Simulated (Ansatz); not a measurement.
Input, command and steps of an Ansatz relaxation.

```yaml
crystal:
  lattice:
    - [6.9059868675, 0.0, 0.0]
    - [0.0, 6.9059868675, 0.0]
    - [0.0, 0.0, 3.5705909999]
  atoms:
    - { symbol: Hf, position: [0.6738642686, 0.8261357314, 0.5] }
    - { symbol: Hf, position: [0.8261357314, 0.3261357314, 0.5] }
    - { symbol: Hf, position: [0.3261357314, 0.1738642686, 0.5] }
    - { symbol: Hf, position: [0.1738642686, 0.6738642686, 0.5] }
    - { symbol: Hf, position: [0.5, 0.5, 0.0] }
    - { symbol: Hf, position: [0.0, 0.0, 0.0] }
    - { symbol: Si, position: [0.6238117757, 0.1238117757, 0.0] }
    - { symbol: Si, position: [0.8761882243, 0.6238117757, 0.0] }
    - { symbol: Si, position: [0.1238117757, 0.3761882243, 0.0] }
    - { symbol: Si, position: [0.3761882243, 0.8761882243, 0.0] }
basis:
  ecutwfc: 420
kpoints:
  mp_grid: { grid: [6, 6, 10] }
hamiltonian:
  xc: pbesol
scf:
  occupations: { method: gaussian, width: 0.1 }
output:
  forces: true
  stress: true
  eigenvalues: true
relax:
  adjacent_minimum: "off"
  f_tol: 0.01
  max_steps: 30
  cell: { stress_tol: 0.1, fix: [volume] }
```

```bash
ansatz run input.yaml --threads 2 --pin off --max-ram 5120MiB --backend cpu --events-out ev --progress --plain --runs-dir out
```

Method: DFT PBEsol, scalar-relativistic, plane waves, PAW in Ansatz 0.2.0.

The volume is held at 0.97 times that of the relaxed cell.

Of 4 frames 3 are shown, positions in Å and forces in eV/Å; the SCF threshold varies from step to step. Steps run on the plane waves of an earlier cell, with a Pulay correction in the pressure. The basis is chosen afresh for the last frame, the zero of the energies, and at times for earlier ones too; energy and pressure can step there, also at an unchanged geometry. Where two frames share a geometry here, they differ by under 2 meV/atom and 0.3 GPa. The mark taken_back stands on steps that the optimiser undid.

```xyz
10
Lattice="6.9060 0.0000 0.0000 0.0000 6.9060 0.0000 0.0000 0.0000 3.5706" Properties=species:S:1:pos:R:3:forces:R:3 pbc="T T T" step=1 free_energy_over_end_meV_per_atom=0.12 pressure_GPa=4.96
Hf    4.6537    5.7053    1.7853    0.0189   -0.0189    0.0000
Hf    5.7053    2.2523    1.7853   -0.0189   -0.0189    0.0000
Hf    2.2523    1.2007    1.7853   -0.0189    0.0189    0.0000
Hf    1.2007    4.6537    1.7853    0.0189    0.0189    0.0000
Hf    3.4530    3.4530    0.0000    0.0000    0.0000    0.0000
Hf    0.0000    0.0000    0.0000    0.0000    0.0000    0.0000
Si    4.3080    0.8550    0.0000   -0.0097   -0.0097    0.0000
Si    6.0509    4.3080    0.0000    0.0097   -0.0097    0.0000
Si    0.8550    2.5980    0.0000   -0.0097    0.0097    0.0000
Si    2.5980    6.0509    0.0000    0.0097    0.0097    0.0000
10
Lattice="6.9293 0.0000 0.0000 0.0000 6.9293 0.0000 0.0000 0.0000 3.5466" Properties=species:S:1:pos:R:3:forces:R:3 pbc="T T T" step=2 free_energy_over_end_meV_per_atom=0.24 pressure_GPa=4.79 taken_back
Hf    4.6746    5.7193    1.7733   -0.0315    0.0315    0.0000
Hf    5.7193    2.2547    1.7733    0.0315    0.0315    0.0000
Hf    2.2547    1.2100    1.7733    0.0315   -0.0315    0.0000
Hf    1.2100    4.6746    1.7733   -0.0315   -0.0315    0.0000
Hf    3.4647    3.4647    0.0000    0.0000    0.0000    0.0000
Hf    0.0000    0.0000    0.0000    0.0000    0.0000    0.0000
Si    4.3193    0.8546    0.0000    0.0006    0.0006    0.0000
Si    6.0747    4.3193    0.0000   -0.0006    0.0006    0.0000
Si    0.8546    2.6100    0.0000    0.0006   -0.0006    0.0000
Si    2.6100    6.0747    0.0000   -0.0006   -0.0006    0.0000
10
Lattice="6.9155 0.0000 0.0000 0.0000 6.9155 0.0000 0.0000 0.0000 3.5608" Properties=species:S:1:pos:R:3:forces:R:3 pbc="T T T" step=4 free_energy_over_end_meV_per_atom=0.00 pressure_GPa=4.89
Hf    4.6623    5.7109    1.7804   -0.0007    0.0007    0.0000
Hf    5.7109    2.2532    1.7804    0.0007    0.0007    0.0000
Hf    2.2532    1.2045    1.7804    0.0007   -0.0007    0.0000
Hf    1.2045    4.6623    1.7804   -0.0007   -0.0007    0.0000
Hf    3.4577    3.4577    0.0000    0.0000    0.0000    0.0000
Hf    0.0000    0.0000    0.0000    0.0000    0.0000    0.0000
Si    4.3125    0.8547    0.0000   -0.0019   -0.0019    0.0000
Si    6.0608    4.3125    0.0000    0.0019   -0.0019    0.0000
Si    0.8547    2.6030    0.0000   -0.0019    0.0019    0.0000
Si    2.6030    6.0608    0.0000    0.0019    0.0019    0.0000
```

The run took 2.7 min on 2 threads of Arm Neoverse V2 (shared host), peak memory 1 GiB.

Spin–orbit coupling is left out, which can shift energies with elements as heavy as these.